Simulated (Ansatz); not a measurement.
# La on Co(0001): change of the work function, part 3 of 4

Aim: the work function of Co(0001) at several coverages of La (fcc site), and the dipole that each adsorbate carries.

Ansatz 0.2.0; plane-wave DFT, PBE, Ansatz PAW.

So far, work function, upper face (eV): step 2 (the clean slab) 4.93; step 3 (37 atoms, coverage 0.111 ML, cell 3x3) 2.47.

## (4) The covered slab, k-mesh 6×6×1, coverage 0.25 ML

System of this step: La/Co(0001). The cell holds 17 atoms: 16 Co and 1 La. Its edges and angles: a = 5.020 Å, b = 5.020 Å, c = 27.135 Å, α = 90.0°, β = 90.0°, γ = 60.0°. Vacuum lies along c.

Another coverage, to see how the dipoles act on each other as their distance changes.

File input.yaml:

```yaml
crystal:
  lattice:
    - [5.02, 0.0, 0.0]
    - [2.51, 4.347447527, 0.0]
    - [0.0, 0.0, 27.1351676223]
  atoms:
    - { symbol: Co, position: [0.3333333333, 0.3333333333, 0.3316729097], spin: 1.82 }
    - { symbol: Co, position: [0.0, 0.0, 0.4066903199], spin: 1.76 }
    - { symbol: Co, position: [0.3333333333, 0.3333333333, 0.4820687786], spin: 1.74 }
    - { symbol: Co, position: [0.0, 0.0, 0.5537626041], spin: 1.79 }
    - { symbol: Co, position: [0.3333333333, 0.8333333333, 0.3316729097], spin: 1.82 }
    - { symbol: Co, position: [0.0, 0.5, 0.4066903199], spin: 1.76 }
    - { symbol: Co, position: [0.3333333333, 0.8333333333, 0.4820687786], spin: 1.74 }
    - { symbol: Co, position: [0.0, 0.5, 0.5537626041], spin: 1.79 }
    - { symbol: Co, position: [0.8333333333, 0.3333333333, 0.3316729097], spin: 1.82 }
    - { symbol: Co, position: [0.5, 0.0, 0.4066903199], spin: 1.76 }
    - { symbol: Co, position: [0.8333333333, 0.3333333333, 0.4820687786], spin: 1.74 }
    - { symbol: Co, position: [0.5, 0.0, 0.5537626041], spin: 1.79 }
    - { symbol: Co, position: [0.8333333333, 0.8333333333, 0.3316729097], spin: 1.82 }
    - { symbol: Co, position: [0.5, 0.5, 0.4066903199], spin: 1.76 }
    - { symbol: Co, position: [0.8333333333, 0.8333333333, 0.4820687786], spin: 1.74 }
    - { symbol: Co, position: [0.5, 0.5, 0.5537626041], spin: 1.79 }
    - { symbol: La, position: [0.1666666667, 0.1666666667, 0.6683270903] }
magnetization:
  spin_polarized: true
kpoints:
  mp_grid: { grid: [6, 6, 1] }
hamiltonian:
  xc: pbe
scf:
  occupations: { method: fermi_dirac, width: 0.1 }
  convergence: { dr2_threshold: 1.0e-08 }
efield:
  axis: 3
  dipole_correction: true
  ramp_position: 0.97
  ramp_width: 0.06
relax:
  f_tol: 0.02
  max_steps: 60
  constraints: [{ sites: [0, 1, 4, 5, 8, 9, 12, 13] }]
output:
  dos: { projected: true, e_range: [-8, 4] }
  write_potential: true
  write_density: true
  volumetric_format: npy
  elf: true
```

Launch:

```
$ ansatz run input.yaml --threads 4 --pin off --max-ram 16384MiB --backend cpu --events-out ev --progress --plain --runs-dir out
```

The program printed:

```text
La: projections on atomic orbitals take those of the free atom [Kr 4d10] 4f0 5s2 5p6 5d1 6s2, of charge +0.00 (hamiltonian.pseudopotentials.projection_atoms); the dataset's partial waves leave at most 1.9e-5 of an orbital's norm unspanned inside its sphere
[...]
Crystal: 17 atoms, lattice volume = 592.203 Å³
Basis set: ecut = 420 eV, 11701 PW (Γ), exchange–correlation on 72×72×384 points (8 copies of the dense FFT grid, shifted against one another)
Bands: 187, of which v1, the nominal top of the filled ones, is band 142 counted from 1 (141 counted from 0)
Symmetry: 6 space group operations
k-points: 7 of 36 (time reversal used)
[...]
Starting moments: Σ|m| = 28.44 μB on 16 of 17 sites
[...]
SCF iter   1: F=—  HF=-88257.787956 eV  |F-HF|=—  |Δ(HF+E_count)|=         —  Δρ=3.66e-2 (↑1.10e-2 ↓3.66e-2)  dr2=9.51e1  dr2_m=1.82e0  M=27.308 μB ∫|m|=28.373 μB  β_m=1.00  ethr=3.10e-3  p=0.000 e·Å  D=6.44e-6 V/Å  ΔV_dip=-0.00 eV  dr2_dipole=2.72e1  V_vac-E_F(+/−)=7.07/7.07 eV  ⟨swp⟩=8.1  Hψ=12353  notcnv=0  defer=108
[...]
SCF iter  31: F=-88262.669630 eV  HF=-88262.669630 eV  |F-HF|=1.08e-8  |Δ(HF+E_count)|=   1.72e-9  Δρ=7.68e-7 (↑5.74e-7 ↓7.68e-7)  dr2=5.71e-9  dr2_m=1.85e-9  M=26.804 μB ∫|m|=30.254 μB  ethr=3.53e-12  p=0.249 e·Å  D=7.61e-2 V/Å  ΔV_dip=-2.06 eV  dr2_dipole=2.09e-9  V_vac-E_F(+/−)=2.92/4.98 eV  ⟨swp⟩=14.3  Hψ=19451  notcnv=0
SCF 1 converged in 31 iterations: F = -88262.669630 eV  dr2 = 5.71e-9
[...]
relax step   1: F+E_penalty+E_count = -88262.66963045 eV  Δ(F+E_penalty+E_count) = +0.000e0 eV  max|allowed force component| = 1.909e0 eV/Å  Δτ_max = 0.0000 Å  (31 SCF iters, accepted)
[...]
SCF iter  17: F=-88263.097001 eV  HF=-88263.097001 eV  |F-HF|=3.49e-9  |Δ(HF+E_count)|=   6.45e-9  Δρ=5.83e-7 (↑2.32e-7 ↓5.83e-7)  dr2=4.36e-9  dr2_m=2.57e-10  M=26.675 μB ∫|m|=30.218 μB  ethr=2.75e-12  p=0.251 e·Å  D=7.68e-2 V/Å  ΔV_dip=-2.08 eV  dr2_dipole=4.39e-11  V_vac-E_F(+/−)=2.90/4.99 eV  ⟨swp⟩=11.2  Hψ=16177  notcnv=0
SCF 2 converged in 17 iterations: F = -88263.097001 eV  dr2 = 4.36e-9
relax step   2: F+E_penalty+E_count = -88263.09700115 eV  Δ(F+E_penalty+E_count) = -4.274e-1 eV  max|allowed force component| = 2.013e0 eV/Å  Δτ_max = 0.1988 Å  (17 SCF iters, accepted)
SCF iter   1: F=—  HF=-88263.588341 eV  |F-HF|=—  |Δ(HF+E_count)|=         —  Δρ=4.80e-3 (↑3.05e-3 ↓4.80e-3)  dr2=4.96e-1  dr2_m=6.85e-2  M=26.543 μB ∫|m|=30.081 μB  β_m=1.00  ethr=1.02e-3  p=0.251 e·Å  D=7.68e-2 V/Å  ΔV_dip=-2.08 eV  dr2_dipole=1.26e-2  V_vac-E_F(+/−)=2.92/5.01 eV  ⟨swp⟩=5.5  Hψ=6296  notcnv=0  defer=112
[...]
SCF iter  18: F=-88263.546403 eV  HF=-88263.546403 eV  |F-HF|=3.64e-10  |Δ(HF+E_count)|=   6.40e-9  Δρ=4.54e-7 (↑2.35e-7 ↓4.54e-7)  dr2=1.81e-9  dr2_m=2.47e-10  M=26.522 μB ∫|m|=30.089 μB  ethr=1.00e-12  p=0.260 e·Å  D=7.96e-2 V/Å  ΔV_dip=-2.16 eV  dr2_dipole=4.19e-13  V_vac-E_F(+/−)=2.83/4.99 eV  ⟨swp⟩=10.2  Hψ=16467  notcnv=0
SCF 3 converged in 18 iterations: F = -88263.546403 eV  dr2 = 1.81e-9
[...]
relax step   3: F+E_penalty+E_count = -88263.54640262 eV  Δ(F+E_penalty+E_count) = -4.494e-1 eV  max|allowed force component| = 1.987e0 eV/Å  Δτ_max = 0.1939 Å  (18 SCF iters, accepted)
[...]
relax step   4: F+E_penalty+E_count = -88263.94336214 eV  Δ(F+E_penalty+E_count) = -3.970e-1 eV  max|allowed force component| = 1.627e0 eV/Å  Δτ_max = 0.1949 Å  (16 SCF iters, accepted)
[...]
relax step   5: F+E_penalty+E_count = -88264.19549696 eV  Δ(F+E_penalty+E_count) = -2.521e-1 eV  max|allowed force component| = 7.154e-1 eV/Å  Δτ_max = 0.1963 Å  (16 SCF iters, accepted)
[...]
relax step   6: F+E_penalty+E_count = -88264.25899927 eV  Δ(F+E_penalty+E_count) = -6.350e-2 eV  max|allowed force component| = 4.810e-1 eV/Å  Δτ_max = 0.2000 Å  (15 SCF iters, accepted)
[...]
relax step   7: F+E_penalty+E_count = -88264.28827389 eV  Δ(F+E_penalty+E_count) = -2.927e-2 eV  max|allowed force component| = 1.634e-1 eV/Å  Δτ_max = 0.0304 Å  (15 SCF iters, accepted)
SCF iter   1: F=—  HF=-88264.290360 eV  |F-HF|=—  |Δ(HF+E_count)|=         —  Δρ=5.47e-4 (↑5.47e-4 ↓5.04e-4)  dr2=9.29e-3  dr2_m=1.10e-3  M=25.595 μB ∫|m|=28.945 μB  β_m=1.00  ethr=8.22e-5  p=0.303 e·Å  D=9.26e-2 V/Å  ΔV_dip=-2.51 eV  dr2_dipole=2.36e-3  V_vac-E_F(+/−)=2.45/4.97 eV  ⟨swp⟩=2.1  Hψ=4187  notcnv=0  defer=129
[...]
SCF iter  12: F=-88264.290251 eV  HF=-88264.290251 eV  |F-HF|=4.57e-9  |Δ(HF+E_count)|=   5.33e-9  Δρ=5.25e-7 (↑5.25e-7 ↓4.74e-7)  dr2=6.54e-9  dr2_m=2.58e-10  M=25.605 μB ∫|m|=28.967 μB  ethr=1.00e-12  p=0.303 e·Å  D=9.27e-2 V/Å  ΔV_dip=-2.51 eV  dr2_dipole=1.12e-9  V_vac-E_F(+/−)=2.46/4.97 eV  ⟨swp⟩=10.4  Hψ=17234  notcnv=0
SCF 8 converged in 12 iterations: F = -88264.290251 eV  dr2 = 6.54e-9
relax step   8: F+E_penalty+E_count = -88264.29025121 eV  Δ(F+E_penalty+E_count) = -1.977e-3 eV  max|allowed force component| = 1.107e-2 eV/Å  Δτ_max = 0.0189 Å  (12 SCF iters, accepted)
[...]
SCF converged after 12 iterations
Magnetization: 25.6049 μB (154.3024 up, 128.6976 down)
Absolute magnetization: 28.9741 μB (∫|ρ↑−ρ↓|, with the PAW one-centre terms)
[...]
Per-site moments (μB) at R_I (Å): [(1.829422, 1.030734), (1.760168, 1.012678), (1.713030, 1.007614), (1.371681, 1.003271), (1.829422, 1.030734), (1.760168, 1.012678), (1.713030, 1.007614), (1.371681, 1.003271), (1.829422, 1.030734), (1.760168, 1.012678), (1.713030, 1.007614), (1.371681, 1.003271), (1.838492, 1.030734), (1.754311, 1.030734), (1.758206, 1.011235), (1.746424, 1.033101), (-0.132145, 1.071500)]
Free energy (F): -88264.290251 eV
[...]
Internal energy: -88263.646547 eV  (E = F + TS)
E sigma→0 (E₀):  -88263.968399 eV
Entropy (-TS):   -0.643704 eV (-37.865 meV/atom)
Fermi energy:    3.921903 eV
Dipole field:    D = 0.092702 V/Å  (p = 0.303389 e·Å, saw-weighted, corrected)
Work function:   Φ+ = 2.4586 eV   Φ− = 4.9741 eV
[...]
--- Forces (eV/Å), atoms counted from 1 ---
  atom   1  Co    -0.00476243    -0.00274959     0.44609810
  atom   2  Co     0.07206067     0.04160425    -0.47886717
  atom   3  Co    -0.00484140    -0.00279519     0.00615444
  atom   4  Co     0.00021130     0.00012199    -0.00250634
  atom   5  Co     0.00000000     0.00549918     0.44609810
  atom   6  Co    -0.00000000    -0.08320849    -0.47886717
  atom   7  Co    -0.00000000     0.00559037     0.00615444
  atom   8  Co     0.00000000    -0.00024399    -0.00250634
  atom   9  Co     0.00476243    -0.00274959     0.44609810
  atom  10  Co    -0.07206067     0.04160425    -0.47886717
  atom  11  Co     0.00484140    -0.00279519     0.00615444
  atom  12  Co    -0.00021130     0.00012199    -0.00250634
  atom  13  Co     0.00000000     0.00000000     0.47098449
  atom  14  Co    -0.00000000     0.00000000    -0.37731976
  atom  15  Co     0.00000000    -0.00000000    -0.01106858
  atom  16  Co    -0.00000000    -0.00000000     0.00805024
  atom  17  La    -0.00000000    -0.00000000    -0.00331630
  max |Σ_I F_I| component: 3.28e-5 eV/Å
--- Band table (eV; the first three rows and the last of 14) ---
  k-point 0 ↑: bands = [... 138 lower, 3.0116, 3.0327, 3.1607, 3.1607, 3.1720, 3.2295, 3.2295, 3.2507, ... 41 higher]
  k-point 1 ↑: bands = [... 138 lower, 2.9477, 2.9743, 2.9914, 3.0115, 3.0426, 3.0525, 3.1418, 3.1790, ... 41 higher]
  k-point 2 ↑: bands = [... 138 lower, 2.7166, 2.7566, 2.7908, 2.8260, 2.8726, 2.8791, 2.9145, 2.9634, ... 41 higher]
  k-point 6 ↓: bands = [... 138 lower, 4.5705, 4.6057, 4.6387, 4.6476, 4.6910, 4.7032, 4.7422, 4.7479, ... 41 higher]
--- Relaxed structure (8 steps of the walk, 8 accepted, 0 SCFs on fresh bases) ---
  F+E_penalty+E_count = -88264.29025121 eV   max|allowed force component| = 1.107e-2 eV/Å
  atoms:
    - { symbol: Co, position: [0.333333, 0.333333, 0.3316729097] }
    - { symbol: Co, position: [2.666712e-17, 2.666712e-17, 0.4066903199] }
    - { symbol: Co, position: [0.334339, 0.334339, 0.482054] }
    - { symbol: Co, position: [-0.00516788, -0.00516788, 0.553772] }
    - { symbol: Co, position: [0.333333, 0.833333, 0.3316729097] }
    - { symbol: Co, position: [8.326673e-17, 0.500000, 0.4066903199] }
    - { symbol: Co, position: [0.334339, 0.831322, 0.482054] }
    - { symbol: Co, position: [-0.00516788, 0.510336, 0.553772] }
    - { symbol: Co, position: [0.833333, 0.333333, 0.3316729097] }
    - { symbol: Co, position: [0.500000, 2.666712e-17, 0.4066903199] }
    - { symbol: Co, position: [0.831322, 0.334339, 0.482054] }
    - { symbol: Co, position: [0.510336, -0.00516788, 0.553772] }
    - { symbol: Co, position: [0.833333, 0.833333, 0.3316729097] }
    - { symbol: Co, position: [0.5, 0.500000, 0.4066903199] }
    - { symbol: Co, position: [0.833333, 0.833333, 0.479719] }
    - { symbol: Co, position: [0.5, 0.500000, 0.557559] }
    - { symbol: La, position: [0.166667, 0.166667, 0.632080] }
```

Wall time 14 min (4 threads of Arm Neoverse V1, shared host); peak memory 3.3 GiB; 55 min of CPU time.

Step by step:

| step | energy less that of the first step (eV) | largest force component (eV/Å) |
| --- | --- | --- |
| 1 | 0.0000 | 1.9093 |
| 2 | -0.4274 | 2.0134 |
| 3 | -0.8768 | 1.9875 |
| 4 | -1.2737 | 1.6271 |
| 5 | -1.5259 | 0.7154 |
| 6 | -1.5894 | 0.4810 |
| 7 | -1.6186 | 0.1634 |
| 8 | -1.6206 | 0.0111 |

The run keeps the 6 symmetry operations that the program found, so distortions that break them were not tested.

The atoms that moved most (Å):

| atom | dx | dy | dz | length |
| --- | --- | --- | --- | --- |
| La17 | 0.000 | 0.000 | -0.984 | 0.984 |
| Co16 | 0.000 | 0.000 | 0.103 | 0.103 |
| Co15 | 0.000 | 0.000 | -0.064 | 0.064 |
| Co12 | 0.039 | -0.022 | 0.000 | 0.045 |
| Co8 | 0.000 | 0.045 | 0.000 | 0.045 |
| Co4 | -0.039 | -0.022 | 0.000 | 0.045 |
| Co7 | 0.000 | -0.009 | 0.000 | 0.009 |
| Co11 | -0.008 | 0.004 | 0.000 | 0.009 |

Final coordinates:

```xyz
17
Lattice="5.0200 0.0000 0.0000 2.5100 4.3474 0.0000 0.0000 0.0000 27.1352" Properties=species:S:1:pos:R:3
Co    2.5100    1.4491    9.0000
Co    0.0000    0.0000   11.0356
Co    2.5176    1.4535   13.0806
Co   -0.0389   -0.0225   15.0267
Co    3.7650    3.6229    9.0000
Co    1.2550    2.1737   11.0356
Co    3.7650    3.6141   13.0806
Co    1.2550    2.2187   15.0267
Co    5.0200    1.4491    9.0000
Co    2.5100    0.0000   11.0356
Co    5.0124    1.4535   13.0806
Co    2.5489   -0.0225   15.0267
Co    6.2750    3.6229    9.0000
Co    3.7650    2.1737   11.0356
Co    6.2750    3.6229   13.0172
Co    3.7650    2.1737   15.1294
La    1.2550    0.7246   17.1516
```

Read from the output:

```
energy at zero smearing        : -88263.9684 eV
total moment                   : 25.60 μB
work function, upper face      : 2.459 eV
work function, lower face      : 4.974 eV
dipole along the normal        : 0.3034 e·Å
step between the vacuum levels : -2.515 eV
```

Running mean over 2.03561 Å of the planar mean; the ramp of the sawtooth is left out. Electron's electrostatic potential energy less the Fermi level against z:

| z (Å) | electron's electrostatic potential energy less the Fermi level (eV) |
| --- | --- |
| 3.5 | 4.97 |
| 4.0 | 4.97 |
| 4.5 | 4.97 |
| 5.0 | 4.97 |
| 5.5 | 4.96 |
| 6.0 | 4.91 |
| 6.5 | 4.75 |
| 7.0 | 4.18 |
| 7.5 | 1.92 |
| 8.0 | -3.47 |
| 8.5 | -8.58 |
| 9.0 | -10.3 |
| 9.5 | -10.5 |
| 10.0 | -10.5 |
| 10.5 | -10.5 |
| 11.0 | -10.6 |
| 11.5 | -10.6 |
| 12.0 | -10.6 |
| 12.5 | -10.6 |
| 13.0 | -10.6 |
| 13.5 | -10.8 |
| 14.0 | -11.1 |
| 14.5 | -10.8 |
| 15.0 | -10.6 |
| 15.5 | -9.99 |
| 16.0 | -7.34 |
| 16.5 | -4.36 |
| 17.0 | -3.81 |
| 17.5 | -3.62 |
| 18.0 | -2.27 |
| 18.5 | -0.401 |
| 19.0 | 1.19 |
| 19.5 | 1.92 |
| 20.0 | 2.22 |
| 20.5 | 2.35 |
| 21.0 | 2.41 |
| 21.5 | 2.44 |
| 22.0 | 2.45 |
| 22.5 | 2.46 |
| 23.0 | 2.46 |
| 23.5 | 2.46 |
| 24.0 | 2.46 |

The density of states has structure finer than the step of the table below, so its rows give means over 0.25 eV. Peaks (eV: height): total -2.560: 50.8, -1.290: 59.0, -0.900: 71.6, -0.840: 61.7, -0.780: 61.8, 1.080: 55.0, 1.920: 64.6; up -2.560: 40.9, -2.380: 34.8, -2.050: 40.9, -1.560: 31.6, -1.290: 38.7, -0.900: 36.8, 1.920: 40.8; down -0.900: 34.8, -0.840: 34.9, -0.780: 43.3, -0.720: 33.7, 0.000: 43.6, 1.080: 51.6, 1.410: 35.9.

Density of states against energy, zero at the Fermi level; means over each step; values in states/eV a cell:

| energy (eV) | total | up | down |
| --- | --- | --- | --- |
| -7.75 | 0.945 | 0.476 | 0.469 |
| -7.50 | 0.908 | 0.463 | 0.445 |
| -7.25 | 1.01 | 0.528 | 0.482 |
| -7.00 | 2.24 | 1.20 | 1.03 |
| -6.75 | 2.16 | 1.04 | 1.12 |
| -6.50 | 1.79 | 0.974 | 0.813 |
| -6.25 | 2.17 | 1.11 | 1.06 |
| -6.00 | 2.42 | 1.55 | 0.872 |
| -5.75 | 3.23 | 1.53 | 1.71 |
| -5.50 | 2.77 | 1.67 | 1.10 |
| -5.25 | 3.44 | 2.07 | 1.37 |
| -5.00 | 7.83 | 6.56 | 1.28 |
| -4.75 | 11.3 | 7.76 | 3.54 |
| -4.50 | 14.1 | 11.5 | 2.59 |
| -4.25 | 16.7 | 15.1 | 1.66 |
| -4.00 | 18.3 | 10.4 | 7.88 |
| -3.75 | 17.9 | 13.5 | 4.39 |
| -3.50 | 22.8 | 16.2 | 6.67 |
| -3.25 | 20.5 | 10.9 | 9.51 |
| -3.00 | 28.7 | 19.4 | 9.31 |
| -2.75 | 32.1 | 22.8 | 9.22 |
| -2.50 | 38.8 | 29.7 | 9.11 |
| -2.25 | 39.5 | 22.6 | 16.9 |
| -2.00 | 31.6 | 20.5 | 11.1 |
| -1.75 | 28.7 | 16.1 | 12.6 |
| -1.50 | 39.5 | 21.1 | 18.5 |
| -1.25 | 40.7 | 22.5 | 18.2 |
| -1.00 | 47.9 | 26.0 | 21.9 |
| -0.75 | 43.4 | 19.5 | 24.0 |
| -0.50 | 25.3 | 5.95 | 19.4 |
| -0.25 | 17.0 | 3.32 | 13.7 |
| 0.00 | 21.9 | 4.48 | 17.5 |
| 0.25 | 19.5 | 2.72 | 16.8 |
| 0.50 | 17.6 | 2.37 | 15.2 |
| 0.75 | 25.3 | 3.65 | 21.6 |
| 1.00 | 36.2 | 5.47 | 30.7 |
| 1.25 | 21.6 | 5.91 | 15.7 |
| 1.50 | 13.5 | 3.28 | 10.2 |
| 1.75 | 20.6 | 8.45 | 12.1 |

Projected DOS per atom over height of the atomic layer and energy from the Fermi level. Layers: Co4 Co4 Co4 Co4 La from below.

Ten even steps from '_' (0.0 states/eV) to '@' (20.9 states/eV), each cell a mean:
```
________@@
________..
________..
__________
__________
__________
........__
....__..__
______..__
........__
______..__
__________
__________
__________
__________
__________
__________
__________
__________
__________
__________
__________
```
Columns: height of the atomic layer (Å) from 9 to 17.2; rows upwards: energy from the Fermi level (eV) from -7.96 to 1.95.

[end of part 3 of 4]

[Long decimals in the printed logs are rounded to 6 places.]

[Logs are printed without paths, hosts, clocks, repeated set-up lines and the standing remarks that a program may print on its own settings, such as how far it seeks lower states.]

[Hosts, paths, dates, database ids (printed as entryN), source tags and the programs' standing remarks are cut or masked in the printed files.]

[Maps of the electrostatic potential energy from Ansatz leave out the sawtooth potential of an applied field or a dipole correction, so their vacuum need not be flat; planar profiles and work functions include it.]

[The density of states shown here was stored with 400 of the rows of the run's finer table, so its peaks can read low, often by over a quarter, or be missed, and its means over a window can be off by a tenth or more.]
